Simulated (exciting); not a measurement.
## AgBr: the Ag L₃ edge from the Bethe–Salpeter equation

How far do the exchange and direct terms reshape the Ag L₃ edge of AgBr?

Main program and level: exciting sodium; X-ray absorption, core-level Bethe-Salpeter equation, exchange and statically screened direct term, Tamm-Dancoff, all-electron LAPW+lo PBE.

This is a report of a sequence of runs, with most program output left out.

The database entry behind the starting cell differs from later determinations by our own check (about 0.6 % short of the room-temperature cell), so it need not match the best structure at ambient conditions.

## Step 1: Set-up

The structure is cubic, space group Fm-3m (No. 225). Conventional cell: a = 5.740 Å, b = 5.740 Å, c = 5.740 Å, α = 90.00°, β = 90.00°, γ = 90.00°. Ag has 6 Br at 2.87 Å nearest. Br has 6 Ag at 2.87 Å nearest. Farther neighbours and most contacts between anions are not listed.

As a file:

```cif
data_structure
_symmetry_space_group_name_H-M 'P 1'
_symmetry_Int_Tables_number 1
_cell_length_a 4.0590
_cell_length_b 4.0590
_cell_length_c 4.0590
_cell_angle_alpha 60.000
_cell_angle_beta 60.000
_cell_angle_gamma 60.000
_cell_volume 47.29
loop_
_atom_site_label
_atom_site_type_symbol
_atom_site_fract_x
_atom_site_fract_y
_atom_site_fract_z
_atom_site_occupancy
Ag1 Ag 0.00000 0.00000 0.00000 1
Br2 Br 0.50000 0.50000 0.50000 1
```

Differences between curves are given as r.m.s. difference over r.m.s. height.

## Step 2: The self-consistent potential

The species files are the program's own, with muffin-tin radii set in the input.

Contents of input.xml:

```
<input>
  <title>AgBr</title>
  <structure speciespath="." autormt="false" epslat="1.0e-5">
    <crystal>
      <basevect>0.0000000000 5.4237974356 5.4237974356</basevect>
      <basevect>5.4237974356 0.0000000000 5.4237974356</basevect>
      <basevect>5.4237974356 5.4237974356 0.0000000000</basevect>
    </crystal>
    <species speciesfile="Ag.xml" rmt="2.300">
      <atom coord="0.0000000000 0.0000000000 0.0000000000"/>
    </species>
    <species speciesfile="Br.xml" rmt="2.300">
      <atom coord="0.5000000000 0.5000000000 0.5000000000"/>
    </species>
  </structure>
  <groundstate do="fromscratch" xctype="GGA_PBE" ngridk="4 4 4" rgkmax="7" gmaxvr="14" nempty="8" swidth="0.001" maxscl="100" epsengy="1e-5"/>
</input>
```

The run is started by

```console
$ OMP_NUM_THREADS=1 mpirun -n 2 exciting
```

The job ended after 21 s (2 MPI ranks of Arm Neoverse V1, shared host).

The warnings file holds hints only, no warning.

The mesh shows a gap of 0.61 eV. Core levels (Dirac, from the valence top):

| atom | level | energy (eV) |
| --- | --- | --- |
| Ag | 2s1/2 | -3721.8 |
| Ag | 2p1/2 | -3458.3 |
| Ag | 2p3/2 | -3282.9 |
| Ag | 3s1/2 | -678.5 |
| Ag | 3p1/2 | -573.6 |
| Ag | 3p3/2 | -542.7 |
| Ag | 3d3/2 | -357.2 |
| Ag | 3d5/2 | -350.9 |

## Step 3: A richer basis for the empty states

Each species file gets more local orbitals, built from u and its energy derivative at 0.15 Ha and u at 0.9 Ha.

input.xml is that of step 2.

Contents of SPECIES.xml, added lines:

```
<lo l="L">  <!-- L = 0, 1, 2 -->
  <wf matchingOrder="0" trialEnergy="0.1500" searchE="false"/>
  <wf matchingOrder="1" trialEnergy="0.1500" searchE="false"/>
  <wf matchingOrder="0" trialEnergy="0.9000" searchE="false"/>
</lo>
```

The run is started by

```console
$ OMP_NUM_THREADS=1 mpirun -n 2 exciting
```

Run time: 20 s. Hardware: 2 MPI ranks.

Against the first ground state the total energy moves by -4 meV an atom and the gap by -0.01 eV.

## Step 4: Screening, kernels and BSE for Ag atom 1

The absorber has 6 Br at 2.87 Å (octahedral, site symmetry m-3m).

input.xml, as its differences from that of step 3:

```diff
@@ -15,3 +15,19 @@
   </structure>
-  <groundstate do="fromscratch" xctype="GGA_PBE" ngridk="4 4 4" rgkmax="7" gmaxvr="14" nempty="8" swidth="0.001" maxscl="100" epsengy="1e-5"/>
+  <groundstate do="skip" xctype="GGA_PBE" ngridk="4 4 4" rgkmax="7" gmaxvr="14" nempty="8" swidth="0.001" maxscl="100" epsengy="1e-5"/>
+  <xs xstype="BSE" ngridk="4 4 4" ngridq="4 4 4" vkloff="0.097 0.273 0.493" rgkmax="7" nempty="23" gqmax="3" lmaxapwwf="5" lmaxemat="3" broad="0.04410" tevout="true">
+    <energywindow intv="120.226 121.843" points="439"/>
+    <screening screentype="full" nempty="41"/>
+    <BSE xas="true" xasspecies="1" xasatom="1" xasedge="L3" bsetype="singlet" nstlxas="1 19"/>
+    <qpointset>
+      <qpoint>0 0 0</qpoint>
+    </qpointset>
+    <plan>
+      <doonly task="xsgeneigvec"/>
+      <doonly task="writepmatxs"/>
+      <doonly task="scrgeneigvec"/>
+      <doonly task="scrwritepmat"/>
+      <doonly task="screen"/>
+      <doonly task="scrcoulint"/>
+    </plan>
+  </xs>
 </input>
```

Contents of input.xml for the exchange start (cutoff and plan only):

```
  gqmax="2"
  <plan>
    <doonly task="exccoulint"/>
  </plan>
```

Contents of input.xml for the last start (plan only):

```
  <plan>
    <doonly task="bse"/>
  </plan>
```

The run is started by

```console
$ OMP_NUM_THREADS=1 mpirun -n 2 exciting
$ OMP_NUM_THREADS=1 mpirun -n 2 exciting
$ OMP_NUM_THREADS=2 exciting
```

Run time: 15 min. Hardware: 2 MPI ranks.

Wall time by task: xsgeneigvec 6.7 s, writepmatxs 11 s, scrgeneigvec 3 s, scrwritepmat 2.3 s, screen 85 s, scrcoulint 4.2 min, exccoulint 7.7 min, bse 98 s.

The Ag L₃ spectrum of Ag atom 1 (energy from the Kohn–Sham onset, core level to the lowest empty state found on the meshes used, 3283.53 eV; the ground-state mesh sets it, and the shifted mesh has its lowest transition 0.71 eV above it; Im ε scaled to the maximum of the singlet run; cut below the end of the band set):

| E (eV) | Im ε |
| --- | --- |
| -6.5 | 0.03 |
| -6.0 | 0.03 |
| -5.5 | 0.03 |
| -5.0 | 0.04 |
| -4.5 | 0.04 |
| -4.0 | 0.04 |
| -3.5 | 0.05 |
| -3.0 | 0.05 |
| -2.5 | 0.06 |
| -2.0 | 0.07 |
| -1.5 | 0.09 |
| -1.0 | 0.11 |
| -0.5 | 0.14 |
| 0.0 | 0.18 |
| 0.5 | 0.22 |
| 1.0 | 0.25 |
| 1.5 | 0.29 |
| 2.0 | 0.32 |
| 2.5 | 0.36 |
| 3.0 | 0.38 |
| 3.5 | 0.40 |
| 4.0 | 0.45 |
| 4.5 | 0.55 |
| 5.0 | 0.69 |
| 5.5 | 0.83 |
| 6.0 | 0.89 |
| 6.5 | 0.84 |
| 7.0 | 0.74 |
| 7.5 | 0.66 |
| 8.0 | 0.64 |
| 8.5 | 0.65 |
| 9.0 | 0.70 |
| 9.5 | 0.75 |
| 10.0 | 0.80 |
| 10.5 | 0.84 |
| 11.0 | 0.86 |
| 11.5 | 0.87 |
| 12.0 | 0.89 |
| 12.5 | 0.92 |
| 13.0 | 0.95 |
| 13.5 | 0.99 |
| 14.0 | 1.00 |
| 14.5 | 0.98 |
| 15.0 | 0.96 |
| 15.5 | 0.93 |
| 16.0 | 0.90 |
| 16.5 | 0.88 |
| 17.0 | 0.87 |
| 17.5 | 0.88 |
| 18.0 | 0.85 |
| 18.5 | 0.81 |
| 19.0 | 0.78 |
| 19.5 | 0.76 |
| 20.0 | 0.75 |
| 20.5 | 0.73 |
| 21.0 | 0.72 |
| 21.5 | 0.72 |
| 22.0 | 0.73 |

Maxima (height): 6.0 eV (0.89) and 14.0 eV (1.00).

The Hamiltonian has 4864 rows. The lowest groups of eigenvalues and the brightest ones, on the scale above (the program counts from the shifted mesh's onset, 0.71 eV higher). Core spinors bring spin-forbidden partners, so dark means forbidden by spin or by symmetry, and the shifted mesh splits states that symmetry would keep together:

| energy (eV) | states within 10 meV | relative strength |
| --- | --- | --- |
| 0.241 | 4 | 0.23 |
| 0.630 | 4 | 0.44 |
| 0.909 | 4 | 0.022 |
| 0.974 | 8 | 0.018 |
| 1.222 | 4 | 0.16 |
| 1.383 | 4 | 0.018 |
| 5.579 | 8 | 0.34 |
| 5.795 | 4 | 0.65 |
| 5.858 | 4 | 1.00 |
| 5.877 | 4 | 0.56 |
| 5.902 | 4 | 0.55 |
| 13.611 | 4 | 0.41 |

## Step 5: Independent particles

input.xml, as its differences from that of step 4:

```diff
@@ -19,3 +19,3 @@
     <screening screentype="full" nempty="41"/>
-    <BSE xas="true" xasspecies="1" xasatom="1" xasedge="L3" bsetype="singlet" nstlxas="1 19"/>
+    <BSE xas="true" xasspecies="1" xasatom="1" xasedge="L3" bsetype="IP" nstlxas="1 19"/>
     <qpointset>
@@ -24,8 +24,3 @@
     <plan>
-      <doonly task="xsgeneigvec"/>
-      <doonly task="writepmatxs"/>
-      <doonly task="scrgeneigvec"/>
-      <doonly task="scrwritepmat"/>
-      <doonly task="screen"/>
-      <doonly task="scrcoulint"/>
+      <doonly task="bse"/>
     </plan>
```

The run is started by

```console
$ OMP_NUM_THREADS=2 exciting
```

Elapsed: 3 s, on 2 threads.

Maxima (height): 7.0 eV (0.65), 16.2 eV (0.93) and 18.3 eV (0.96). The spectrum differs from the singlet run by 22 % r.m.s. The highest maximum lies at 18.3 eV (0.96), against 14.0 eV (1.00).

## Step 6: Exchange alone

input.xml, as its differences from that of step 5:

```diff
@@ -19,3 +19,3 @@
     <screening screentype="full" nempty="41"/>
-    <BSE xas="true" xasspecies="1" xasatom="1" xasedge="L3" bsetype="IP" nstlxas="1 19"/>
+    <BSE xas="true" xasspecies="1" xasatom="1" xasedge="L3" bsetype="RPA" nstlxas="1 19"/>
     <qpointset>
```

The run is started by

```console
$ OMP_NUM_THREADS=2 exciting
```

Wall time 98 s (2 threads).

Maxima (height): 7.0 eV (0.65), 16.2 eV (0.93) and 18.3 eV (0.96). The spectrum is that of the independent-particle run within 1 %.

## Step 7: Direct term alone

input.xml, as its differences from that of step 6:

```diff
@@ -19,3 +19,3 @@
     <screening screentype="full" nempty="41"/>
-    <BSE xas="true" xasspecies="1" xasatom="1" xasedge="L3" bsetype="RPA" nstlxas="1 19"/>
+    <BSE xas="true" xasspecies="1" xasatom="1" xasedge="L3" bsetype="triplet" nstlxas="1 19"/>
     <qpointset>
```

The run is started by

```console
$ OMP_NUM_THREADS=2 exciting
```

Wall time 1.7 min (2 threads).

Maxima (height): 6.0 eV (0.89) and 14.0 eV (1.00). The spectrum is that of the singlet run within 1 %.

## Step 8: Local-field cutoff

Changed against the first singlet run: cutoff of the screened term (bohr⁻¹) from 3 to 1.5 and cutoff of the exchange term (bohr⁻¹) from 2 to 1.5.

input.xml, as its differences from that of step 7:

```diff
@@ -16,6 +16,6 @@
   <groundstate do="skip" xctype="GGA_PBE" ngridk="4 4 4" rgkmax="7" gmaxvr="14" nempty="8" swidth="0.001" maxscl="100" epsengy="1e-5"/>
-  <xs xstype="BSE" ngridk="4 4 4" ngridq="4 4 4" vkloff="0.097 0.273 0.493" rgkmax="7" nempty="23" gqmax="3" lmaxapwwf="5" lmaxemat="3" broad="0.04410" tevout="true">
+  <xs xstype="BSE" ngridk="4 4 4" ngridq="4 4 4" vkloff="0.097 0.273 0.493" rgkmax="7" nempty="23" gqmax="1.5" lmaxapwwf="5" lmaxemat="3" broad="0.04410" tevout="true">
     <energywindow intv="120.226 121.843" points="439"/>
     <screening screentype="full" nempty="41"/>
-    <BSE xas="true" xasspecies="1" xasatom="1" xasedge="L3" bsetype="triplet" nstlxas="1 19"/>
+    <BSE xas="true" xasspecies="1" xasatom="1" xasedge="L3" bsetype="singlet" nstlxas="1 19"/>
     <qpointset>
@@ -24,3 +24,6 @@
     <plan>
-      <doonly task="bse"/>
+      <doonly task="xsgeneigvec"/>
+      <doonly task="screen"/>
+      <doonly task="scrcoulint"/>
+      <doonly task="exccoulint"/>
     </plan>
```

Contents of input.xml for the last start (plan only):

```
  <plan>
    <doonly task="bse"/>
  </plan>
```

The run is started by

```console
$ OMP_NUM_THREADS=1 mpirun -n 2 exciting
$ OMP_NUM_THREADS=2 exciting
```

The job ended after 6 min (2 MPI ranks).

These settings are cheaper. The spectrum differs from the singlet run by 5 % r.m.s. The highest maximum lies at 14.2 eV (1.00), against 14.0 eV (1.00). The first bright state moves from 0.24 to 0.00 eV. The kernels miss the short-range part of the Coulomb interaction, its components above their cutoff.

| E (eV) | first run | this run |
| --- | --- | --- |
| -6.0 | 0.03 | 0.03 |
| -5.0 | 0.04 | 0.04 |
| -4.0 | 0.04 | 0.04 |
| -3.0 | 0.05 | 0.06 |
| -2.0 | 0.07 | 0.08 |
| -1.0 | 0.11 | 0.13 |
| 0.0 | 0.18 | 0.20 |
| 1.0 | 0.25 | 0.23 |
| 2.0 | 0.32 | 0.29 |
| 3.0 | 0.38 | 0.34 |
| 4.0 | 0.45 | 0.40 |
| 5.0 | 0.69 | 0.60 |
| 6.0 | 0.89 | 0.82 |
| 7.0 | 0.74 | 0.72 |
| 8.0 | 0.64 | 0.62 |
| 9.0 | 0.70 | 0.67 |
| 10.0 | 0.80 | 0.78 |
| 11.0 | 0.86 | 0.84 |
| 12.0 | 0.89 | 0.88 |
| 13.0 | 0.95 | 0.93 |
| 14.0 | 1.00 | 1.00 |
| 15.0 | 0.96 | 0.98 |
| 16.0 | 0.90 | 0.93 |
| 17.0 | 0.87 | 0.90 |
| 18.0 | 0.85 | 0.89 |
| 19.0 | 0.78 | 0.81 |
| 20.0 | 0.75 | 0.77 |
| 21.0 | 0.72 | 0.75 |
| 22.0 | 0.73 | 0.76 |

## Step 9: The levels of theory side by side

| level | curve passes 0.15 (eV) | highest maximum (eV) | its height |
| --- | --- | --- | --- |
| IP | 1.3 | 18.3 | 0.96 |
| RPA | 1.3 | 18.3 | 0.96 |
| direct only | -0.3 | 14.0 | 1.00 |
| singlet | -0.3 | 14.0 | 1.00 |

| E (eV) | IP | RPA | direct only | singlet |
| --- | --- | --- | --- | --- |
| -6.0 | 0.02 | 0.02 | 0.03 | 0.03 |
| -5.0 | 0.03 | 0.03 | 0.04 | 0.04 |
| -4.0 | 0.03 | 0.03 | 0.04 | 0.04 |
| -3.0 | 0.04 | 0.04 | 0.05 | 0.05 |
| -2.0 | 0.04 | 0.04 | 0.07 | 0.07 |
| -1.0 | 0.06 | 0.06 | 0.11 | 0.11 |
| 0.0 | 0.08 | 0.08 | 0.18 | 0.18 |
| 1.0 | 0.13 | 0.13 | 0.25 | 0.25 |
| 2.0 | 0.21 | 0.21 | 0.32 | 0.32 |
| 3.0 | 0.28 | 0.28 | 0.38 | 0.38 |
| 4.0 | 0.30 | 0.30 | 0.45 | 0.45 |
| 5.0 | 0.35 | 0.35 | 0.69 | 0.69 |
| 6.0 | 0.50 | 0.50 | 0.89 | 0.89 |
| 7.0 | 0.65 | 0.65 | 0.74 | 0.74 |
| 8.0 | 0.56 | 0.56 | 0.64 | 0.64 |
| 9.0 | 0.52 | 0.52 | 0.70 | 0.70 |
| 10.0 | 0.59 | 0.59 | 0.80 | 0.80 |
| 11.0 | 0.69 | 0.69 | 0.86 | 0.86 |
| 12.0 | 0.74 | 0.74 | 0.89 | 0.89 |
| 13.0 | 0.75 | 0.75 | 0.95 | 0.95 |
| 14.0 | 0.81 | 0.81 | 1.00 | 1.00 |
| 15.0 | 0.89 | 0.89 | 0.96 | 0.96 |
| 16.0 | 0.93 | 0.93 | 0.90 | 0.90 |
| 17.0 | 0.92 | 0.92 | 0.87 | 0.87 |
| 18.0 | 0.95 | 0.95 | 0.85 | 0.85 |
| 19.0 | 0.93 | 0.93 | 0.78 | 0.78 |
| 20.0 | 0.88 | 0.88 | 0.75 | 0.75 |
| 21.0 | 0.85 | 0.85 | 0.72 | 0.72 |
| 22.0 | 0.84 | 0.84 | 0.73 | 0.73 |

## Step 10: Summary of results

```
absorber and edge   : Ag L₃, atom 1
surroundings        : 6 Br at 2.87 Å (octahedral, site symmetry m-3m)
first bright state  : 0.24 eV from the Kohn–Sham onset, on this mesh
highest maximum     : 14.0 eV
cost of the BSE run : 15 min on 2 MPI ranks of Arm Neoverse V1, shared host; the last task ran on as many threads
```

Is a core exciton bound? Undecided on this mesh: the first bright state (over 5 % of the brightest) lies at 0.24 eV from the Kohn–Sham onset and at -0.47 eV from the lowest bare transition of its own mesh. Exchange alone changes the independent-particle spectrum by 0.0 % r.m.s. Leaving exchange out of the full kernel changes the spectrum by 0.0 % r.m.s. With 64 k points the binding energies are rough, and fine structure above the first lines is partly noise of the mesh. Exchange and the short-range direct term aren't converged in the kernel cutoff. The zero comes from the unshifted 4×4×4 ground-state mesh; it is exact only where the band minimum lies on that mesh. The conduction states carry no spin here, so the exchange coupling to the spinor core hole is only partly held. This core level is treated alone, with no coupling to its spin–orbit partner. The Kohn–Sham onset, 3284 eV, is no photon energy (tabulated edge of the element: 3351 eV): the scale needs a rigid shift. No quasiparticle correction widens the gap or stretches the bands. Vibrations and energy-dependent lifetimes are left out. The structure is a published determination, not relaxed.

[Logs are printed without paths, hosts, clocks, repeated set-up lines and the standing remarks that a program may print on its own settings, such as how far it seeks lower states.]

[Hosts, paths, dates, database ids (printed as entryN), source tags and the programs' standing remarks are cut or masked in the printed files.]
